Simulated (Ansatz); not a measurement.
## AlN (F-43m) as a strained film

```xyz
2
Lattice="2.1711 2.1711 0.0000 -2.1711 2.1711 0.0000 0.0000 2.1711 2.1711" Properties=species:S:1:pos:R:3 pbc="T T T"
Al    0.0000    0.0000    0.0000
N    -1.0856    3.2567    1.0856
```

This cell was relaxed by PAW under LDA. A film on a (001) substrate is mimicked by stretching x and y by ε∥; the length along z and the atoms then relax by PAW (default files of Ansatz 0.2.0, cutoff 420 eV, stress met within about 0.05 GPa). Stress and levels come from LDA, all-electron LAPW in Ansatz 0.2.0, scalar-relativistic; k mesh 10×10×10, fixed occupations, basis error target 0.5 meV/atom. Conduction levels are in eV over the valence top, at fixed fractional wave vectors.

```
ε∥ (%)  ε⊥ (%)  σ∥ (GPa, tension positive)  X ⊥ z  X ∥ z      Γ  L (oblique)  2nd valence level at Γ     3rd
  -2.0   2.098                       -6.23  3.128  3.339  4.491        7.455                   0.000  -0.188
  -1.0   1.075                       -2.98  3.186  3.289  4.438        7.459                   0.000  -0.091
  -0.5   0.535                       -1.47  3.215  3.266  4.413        7.447                   0.000  -0.044
   0.0   0.000                       -0.01  3.244  3.244  4.386        7.424                   0.000   0.000
   0.5  -0.550                        1.39  3.231  3.181  4.317        7.350                  -0.043  -0.043
   1.0       ?                           ?      ?      ?      ?            ?                       ?       ?
   2.0  -2.329                        5.13  3.202  3.005  4.122        7.094                  -0.166  -0.166
```

The last two columns are counted from the highest valence level at Γ.

**Question.** How does the film contract along z, and how stiff is it in the plane?

**Answer.** Quadratic fits through the 6 rows shown have slopes dε⊥/dε∥ = -1.105 and dσ∥/dε∥ = 284.1 GPa at zero strain. Elasticity asks −2C12/C11 = -1.104 and C11 + C12 − 2C12²/C11 = 282.2 GPa, from PAW constants C11 = 299.4, C12 = 165.3 GPa. At the level of the σ∥ column the films keep up to 0.03 GPa along z against the unstrained cell, and the constants are scalar-relativistic PAW values, so part of the difference is the change of level.

**Question.** Which shear deformation potential b does the valence splitting give?

**Answer.** Without spin-orbit coupling the single level moves against the pair by 3b(ε⊥ − ε∥): -0.0444 eV at ε⊥ − ε∥ = 0.01035 and 0.0431 eV at -0.01050, so b = -1.40 eV.

**Question.** And the uniaxial potential of the lowest valleys?

**Answer.** The valley along z moves against those in the plane by Ξu(ε⊥ − ε∥): from 0.0509 to -0.0501 eV between the two smallest strains, so Ξu = 4.84 eV.

**Question.** Fill the row at ε∥ = 1.0 %.

**Answer.** The fits give ε⊥ = -1.135 % and σ∥ = 2.70 GPa. Computed: ε⊥ (%) = -1.134, σ∥ (GPa, tension positive) = 2.69, X ⊥ z = 3.219, X ∥ z = 3.119, Γ = 4.250, L (oblique) = 7.271, 2nd valence level at Γ = -0.086, 3rd = -0.086. The levels have a kink at zero strain, where another valence state takes the top, so one parabola doesn't fit them.

**Question.** How fast does the least gap among these points move on each side of zero strain?

**Answer.** dE_g/dε∥ is 58 meV per % on the compressed side and -127 on the stretched side, so the gap falls either way. The lowest conduction level lies at X ⊥ z under the strongest compression and at X ∥ z under the strongest tension.

Keep in mind: this zinc-blende form is metastable at ambient conditions; the frozen-core PAW files of the relaxations were fitted under PBE, their cores solved anew for this functional; semilocal gaps are low, and the spacing of valleys can be off by tenths of an eV; levels are read at fixed fractional k, so an edge that moves off these points is missed.
